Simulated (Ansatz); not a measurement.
Input file for Ansatz (an electronic-structure program):

Ansatz 0.2 input:
```yaml
crystal:
  lattice:
    - [4.4106536856, 0.0, 0.0]
    - [0.0, 4.4106536856, 0.0]
    - [0.0, 0.0, 2.8700964785]
  atoms:
    - { symbol: Ge, position: [0.0, 0.0, 0.0] }
    - { symbol: Ge, position: [0.5, 0.5, 0.5] }
    - { symbol: O, position: [0.3060000249, 0.3060000249, 0.0] }
    - { symbol: O, position: [0.1939999751, 0.8060000249, 0.5] }
    - { symbol: O, position: [0.6939999751, 0.6939999751, 0.0] }
    - { symbol: O, position: [0.8060000249, 0.1939999751, 0.5] }
kpoints:
  mp_grid: { grid: [6, 6, 10] }
hamiltonian:
  xc: r2scan
  pseudopotentials: { kind: paw }
scf:
  occupations: { method: fixed }
phonons:
  method: dfpt
  response_accuracy: low
  eigenvectors: true
  rigid_motions: translations
  dielectric: true
  raman: true
```

Output (shortened):

```
Pseudopotential: Ge, paw, valence charge 14
Pseudopotential: O, paw, valence charge 6
Functional definition: r2SCAN
Crystal: 6 atoms, lattice volume = 55.834 Å³
Basis set: ecut = 500 eV, 1431 PW (Γ), exchange–correlation on 216×216×144 points (216 copies of the dense FFT grid, shifted against one another)
Bands: 32, of which v1, the nominal top of the filled ones, is band 26 counted from 1 (25 counted from 0)
Symmetry: 16 space group operations
k-points: 184 of 360 (irreducible under 1 space group operation, time reversal used)
SCF iter   1: F=—  HF=-10880.513488 eV  |F-HF|=—  |Δ(HF+E_count)|=         —  Δρ=1.16e-2  dr2=4.07e-2  dr2_τ=3.25e-1  ethr=1.77e-3  ⟨swp⟩=5.0  Hψ=21753  notcnv=0  defer=736
preconditioner: auto → Resta (q_TF=auto, 2.696 Å⁻¹)
SCF iter   2: F=—  HF=-10880.651940 eV  |F-HF|=—  |Δ(HF+E_count)|=   1.38e-1  Δρ=6.84e-3  dr2=1.48e-2  dr2_τ=6.88e-4  ethr=7.83e-5  ⟨swp⟩=2.0  Hψ=12523  notcnv=0  defer=736
SCF iter   3: F=—  HF=-10880.652606 eV  |F-HF|=—  |Δ(HF+E_count)|=   6.66e-4  Δρ=2.18e-3  dr2=9.66e-4  dr2_τ=1.40e-4  ethr=2.86e-5  ⟨swp⟩=2.3  Hψ=8574  notcnv=0  defer=736
SCF iter   4: F=—  HF=-10880.652073 eV  |F-HF|=—  |Δ(HF+E_count)|=   5.33e-4  Δρ=3.80e-4  dr2=6.75e-5  dr2_τ=2.39e-5  ethr=1.86e-6  ⟨swp⟩=2.0  Hψ=10725  notcnv=0  defer=736
SCF iter   5: F=—  HF=-10880.652084 eV  |F-HF|=—  |Δ(HF+E_count)|=   1.11e-5  Δρ=1.20e-4  dr2=6.15e-6  dr2_τ=4.10e-7  ethr=1.30e-7  ⟨swp⟩=2.5  Hψ=10456  notcnv=0  defer=338
SCF iter   6: F=—  HF=-10880.652087 eV  |F-HF|=—  |Δ(HF+E_count)|=   2.69e-6  Δρ=1.64e-5  dr2=1.22e-7  dr2_τ=8.91e-9  ethr=1.18e-8  ⟨swp⟩=2.0  Hψ=9592  notcnv=0  defer=315
SCF iter   7: F=—  HF=-10880.652086 eV  |F-HF|=—  |Δ(HF+E_count)|=   6.18e-7  Δρ=2.89e-6  dr2=3.51e-9  dr2_τ=3.88e-10  ethr=2.35e-10  ⟨swp⟩=2.0  Hψ=7720  notcnv=0  defer=315
SCF iter   8: F=-10880.652086 eV  HF=-10880.652086 eV  |F-HF|=1.46e-11  |Δ(HF+E_count)|=   1.65e-9  Δρ=4.95e-7  dr2=9.71e-11  dr2_τ=9.60e-12  ethr=1.00e-12  ⟨swp⟩=10.7  Hψ=36121  notcnv=0
SCF 1 converged in 8 iterations: F = -10880.652086 eV  dr2 = 9.71e-11
DFPT response loops at Γ: preconditioner auto → Resta (q_TF=auto, 2.696 Å⁻¹)  ε∞=4.9 (no band partly filled) …
── the response to a field inside a basis, on 8×8×12 k-points: an SCF that follows is theirs, and a resumed run solves both again ──
Crystal: 6 atoms, lattice volume = 55.834 Å³
Bands: 27, of which v1, the nominal top of the filled ones, is band 26 counted from 1 (25 counted from 0)
k-points: 60
SCF iter   1: F=—  HF=-10880.604837 eV  |F-HF|=—  |Δ(HF+E_count)|=         —  Δρ=2.06e-4  dr2=4.02e-6  dr2_τ=9.81e-6  ethr=1.00e-1
preconditioner: auto → Resta (q_TF=auto, 2.696 Å⁻¹)
SCF iter   2: F=—  HF=-10880.604850 eV  |F-HF|=—  |Δ(HF+E_count)|=   1.22e-5  Δρ=1.07e-4  dr2=8.66e-7  dr2_τ=7.67e-7  ethr=7.72e-9
SCF iter   3: F=—  HF=-10880.604853 eV  |F-HF|=—  |Δ(HF+E_count)|=   3.73e-6  Δρ=4.06e-5  dr2=1.50e-7  dr2_τ=1.03e-7  ethr=1.66e-9
SCF iter   4: F=—  HF=-10880.604854 eV  |F-HF|=—  |Δ(HF+E_count)|=   7.40e-7  Δρ=3.02e-6  dr2=3.17e-9  dr2_τ=3.29e-10  ethr=2.88e-10
SCF iter   5: F=—  HF=-10880.604854 eV  |F-HF|=—  |Δ(HF+E_count)|=   1.85e-8  Δρ=5.11e-7  dr2=1.19e-10  dr2_τ=9.27e-12  ethr=6.10e-12
SCF iter   6: F=-10880.604854 eV  HF=-10880.604854 eV  |F-HF|=1.82e-12  |Δ(HF+E_count)|=   1.15e-8  Δρ=2.22e-7  dr2=1.71e-11  dr2_τ=1.68e-12  ethr=1.00e-12
SCF 1 converged in 6 iterations: F = -10880.604854 eV  dr2 = 1.71e-11
DFPT response loops at Γ: preconditioner auto → Resta (q_TF=auto, 2.696 Å⁻¹)  ε∞=4.7 (no band partly filled) …
DFPT response loops at Γ: mixed as the last ones told, above
SCF converged after 8 iterations
Free energy (F): -10880.652086 eV
Harris-Foulkes:  -10880.652086 eV  (|F-HF|=1.46e-11)
Internal energy: -10880.652086 eV  (E = F + TS)
E sigma→0 (E₀):  -10880.652086 eV
Fermi energy:    9.911801 eV
--- Per-component energies (eV) ---
  E_band       = -231.348266
  E_kinetic    = 937.023748
  E_local      = -5488.701377  (includes V_loc(G=0)·N_el)
  E_nonlocal   = 1047.116018
  E_hartree    = 2312.842195
  E_xc         = -430.885863
  E_vxc        = -556.885828  (∫ρ·V_xc dr)
  E_paw        = -4727.015955  (= ΣΔE_a)
  E_vpaw       = -829.518409  (= ΣTr[D̂ρ^β])
  E_aug_tail   = 0.004035  (compensation charges beyond the density's cutoff)
  E_vtau       = 33.928876  (kinetic-family band-sum trace: ∫τ·v_τ [+ j·A + Jᵃ·Aᵃ] dr)
  E_ewald      = -4528.735591
  E_core_change = -2.299295  (= ΣΔE_core)
  E_smearing   =  0.000000  (= −TS)
  E_closure    = 0.000000  (closes the sum)
  Σ components = -10880.652086   (vs F -10880.652086, Δ=0.00e0)
  [band-id]    e_kinetic+e_local+e_nonlocal+2·e_hartree+e_vxc+e_vpaw+e_augmentation_tail+e_vtau = -231.348548   (vs E_band -231.348266, Δ=-2.82e-4)
--- Band table (eV; the first three rows and the last of 184) ---
  k-point 0: bands = ["-15.2493", "-14.9369", "-14.7979", "-14.7979", "-14.7606", "-14.7006", "-14.6941", "-14.6532", "-14.6459", "-14.6459", "-12.0829", "-9.1674", "-9.1674", "-8.1833", "-0.4275", "4.4066", "4.4066", "4.9884", "5.2633", "6.5888", "7.5175", …
  k-point 1: bands = ["-15.2219", "-14.9120", "-14.8355", "-14.8355", "-14.7511", "-14.7006", "-14.6920", "-14.6531", "-14.6522", "-14.6522", "-11.9819", "-9.0592", "-9.0592", "-8.2142", "-0.4314", "4.5225", "4.5225", "4.7682", "5.3705", "6.2375", "6.9995", …
  k-point 2: bands = ["-15.1488", "-14.9309", "-14.9309", "-14.8572", "-14.7244", "-14.6966", "-14.6861", "-14.6675", "-14.6675", "-14.6532", "-11.6775", "-8.7720", "-8.7720", "-8.3358", "-0.4351", "4.3581", "4.8462", "4.8462", "4.8751", "5.6853", "6.3895", …
  k-point 183: bands = ["-15.1649", "-15.1649", "-14.8927", "-14.8927", "-14.7056", "-14.7056", "-14.6596", "-14.6596", "-14.6276", "-14.6276", "-9.5365", "-9.5365", "-8.1212", "-8.1212", "-0.3003", "-0.3003", "3.1085", "3.1085", "6.3503", "6.3503", "6.3677", …
--- Phonons (Γ-DFPT): 4 representative perturbations + reference, on 184 of 360 k-points (Σ response iterations 26) ---
  ASR residual: 2.557e-4 → 0.000e0 eV/Å²; symmetrization residual: 2.612e-5 eV/Å²
  ASR residual per site (eV/Å²): 1.16e-4 1.16e-4 2.56e-4 2.56e-4 2.56e-4 2.56e-4
  Γ frequencies (cm⁻¹): 0.00 0.00 0.00 167.04 213.04 311.07 311.07 363.28 363.28 475.08 502.08 523.18 523.18 648.34 649.52 649.52 690.52 854.78
  ε∞ (high-frequency dielectric tensor):
        3.899332     0.000000     0.000000
        0.000000     3.899332     0.000000
        0.000000     0.000000     4.224508
  ε⁰ (static dielectric tensor: ions relaxed, cell fixed):
       14.107249     0.000000     0.000000
        0.000000    14.107249     0.000000
        0.000000     0.000000    10.376915
  ε⁰ − ε∞ (ionic part):
       10.207917     0.000000     0.000000
        0.000000    10.207917     0.000000
        0.000000     0.000000     6.152407
  softest optical mode at Γ: 167.04 cm⁻¹; the repairs (sum rule, projections) moved no ω² at Γ by more than (3.73 cm⁻¹)²
  Born effective charges Z* (e; rows j = field, columns β = displacement):
    site 0:
         4.12444    0.54762    0.00000
         0.54762    4.12444    0.00000
         0.00000    0.00000    4.42096
    site 1:
         4.12444   -0.54762    0.00000
        -0.54762    4.12444    0.00000
         0.00000    0.00000    4.42096
    site 2:
        -2.06222   -0.70502    0.00000
        -0.70502   -2.06222    0.00000
         0.00000    0.00000   -2.21048
    site 3:
        -2.06222    0.70502    0.00000
         0.70502   -2.06222    0.00000
         0.00000    0.00000   -2.21048
    site 4:
        -2.06222   -0.70502    0.00000
        -0.70502   -2.06222    0.00000
         0.00000    0.00000   -2.21048
    site 5:
        -2.06222    0.70502    0.00000
         0.70502   -2.06222    0.00000
         0.00000    0.00000   -2.21048
  Z* charge neutrality: 2.561e-3 e pre-enforcement
  solved inside a basis spanned on kpoints, on 8×8×12 k-points transformed towards the longest dipole: ε∞ is read to err by 1.2e-2, Z* by 1.5e-2 e (field_mesh …
  Raman tensors (in the event stream and the table raman_tensors.tsv) …
  optical modes at Γ without the LO–TO term, one row a degenerate level:
      ω (cm⁻¹)  modes    IR ((D/Å)²/amu)  static Raman (Å⁴/amu)  depolarisation
        167.04      1             0.0000                 0.2292           0.750
        213.04      1             0.0000                 0.0000               —
        311.07      2            44.1794                 0.0000               —
        363.28      2             0.1140                 0.0000               —
        475.08      1             0.0000                 0.0000               —
        502.08      1            40.6008                 0.0000               —
        523.18      2             0.0000                 0.4534           0.750
        648.34      1             0.0000                 0.0000               —
        649.52      2            32.4960                 0.0000               —
        690.52      1             0.0000                32.4236           0.006
        854.78      1             0.0000                 4.0517           0.750
  optical modes at Γ + LO–TO along q̂ = [1.0000, 0.0000, 0.0000]:
      ω (cm⁻¹)  modes    IR ((D/Å)²/amu)  static Raman (Å⁴/amu)  depolarisation
        167.04      1             0.0000                 0.2292           0.750
        213.04      1             0.0000                 0.0000               —
        311.07      1            22.0897                 0.0000               —
        363.11      1             0.0027                 0.0000               —
        363.28      1             0.0570                 0.0000               —
        467.52      1             5.5150                 0.0000               —
        475.08      1             0.0000                 0.0000               —
        502.08      1            40.6008                 0.0000               —
        523.18      2             0.0000                 0.4534           0.750
        648.34      1             0.0000                 0.0000               —
        649.52      1            16.2480                 0.0000               —
        690.52      1             0.0000                32.4236           0.006
        822.39      1            32.8770                 0.0000               —
        854.78      1             0.0000                 4.0517           0.750
  optical modes at Γ + LO–TO along q̂ = [0.0000, 1.0000, 0.0000]:
      ω (cm⁻¹)  modes    IR ((D/Å)²/amu)  static Raman (Å⁴/amu)  depolarisation
        167.04      1             0.0000                 0.2292           0.750
        213.04      1             0.0000                 0.0000               —
        311.07      1            22.0897                 0.0000               —
        363.11      1             0.0027                 0.0000               —
        363.28      1             0.0570                 0.0000               —
        467.52      1             5.5150                 0.0000               —
        475.08      1             0.0000                 0.0000               —
        502.08      1            40.6008                 0.0000               —
        523.18      2             0.0000                 0.4534           0.750
        648.34      1             0.0000                 0.0000               —
        649.52      1            16.2480                 0.0000               —
        690.52      1             0.0000                32.4236           0.006
        822.39      1            32.8770                 0.0000               —
        854.78      1             0.0000                 4.0517           0.750
  optical modes at Γ + LO–TO along q̂ = [0.0000, 0.0000, 1.0000]:
      ω (cm⁻¹)  modes    IR ((D/Å)²/amu)  static Raman (Å⁴/amu)  depolarisation
        167.04      1             0.0000                 0.2292           0.750
        213.04      1             0.0000                 0.0000               —
        311.07      2            44.1794                 0.0000               —
        363.28      2             0.1140                 0.0000               —
        475.08      1             0.0000                 0.0000               —
        523.18      2             0.0000                 0.4534           0.750
        648.34      1             0.0000                 0.0000               —
        649.52      2            32.4960                 0.0000               —
        690.52      1             0.0000                32.4236           0.006
        786.90      1            40.6008                 0.0000               —
        854.78      1             0.0000                 4.0517           0.750
```

Cost: about 29 core-minutes (a rough figure) on shared cores.

Space group P4_2/mnm (rutile). Symmetry was held in the r²SCAN relaxation; phonons on a q-mesh show no instability. Spin–orbit coupling is left out wherever it is not named.

Potentials: the later of the program's two PAW sets.

Ansatz is a plane-wave DFT program.
